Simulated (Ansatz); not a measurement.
TiAl (Pm-3m), stationary points along a deformation path

Theory: DFT PBE, scalar-relativistic, plane waves, PAW in Ansatz 0.2.0. Settings: plane waves to 420 eV, k-mesh 16×16×16 (Γ-centred), Gaussian smearing 0.15 eV. No spin polarisation. Energies are free energies at this smearing, counted from the undisturbed cell; pressure is positive in compression.

Reference structure (as given, not relaxed at this level; it stands at 0.8 GPa, and it needn't be the usual structure):

```yaml
crystal:
  lattice:
    - [3.17906, 0.00000, 0.00000]
    - [0.00000, 3.17906, 0.00000]
    - [0.00000, 0.00000, 3.17906]
  atoms:
    - { symbol: Ti, position: [0.00000, 0.00000, 0.00000] }
    - { symbol: Al, position: [0.50000, 0.50000, 0.50000] }
```

At fixed volume and fractional coordinates, lengths along (0.577, 0.577, 0.577) are scaled against those across it; ρ is that ratio over its starting value. V = 16.065 Å³/atom. Δσ is the stress along the axis less the mean stress across it (compression positive).

```
    ρ  ΔE (meV/atom)  Δσ (GPa) space group
0.500         5813.7    298.63         R-3m
0.600         2789.6    194.45         R-3m
0.710         1106.4    109.82         R-3m
1.000            0.0      0.00        Pm-3m
1.410          265.3    -20.31         R-3m
2.000          607.3      0.00        Fm-3m
```

Task: How does the stress give the slope of the energy, and where is the energy stationary?

Result: Along the path d ln(length) is 2/3 d ln ρ on the axis and −1/3 d ln ρ across it, so dE/d ln ρ = −(2/3) V Δσ: the energy falls with ρ where Δσ is positive. Δσ vanishes or changes sign at ρ = 1.000 (Pm-3m), a minimum at 0.0 meV/atom; at ρ = 2.000 (Fm-3m, an end of the scan), at 607.3 meV/atom. Pairs of stationary points between two samples would go unseen, and could change a minimum read from distant neighbours into a maximum. At ρ = 1.000, 2.000 the cell is cubic, where symmetry alone makes the stress isotropic and the slope zero.

In a metal these slopes depend on the k mesh and the smearing.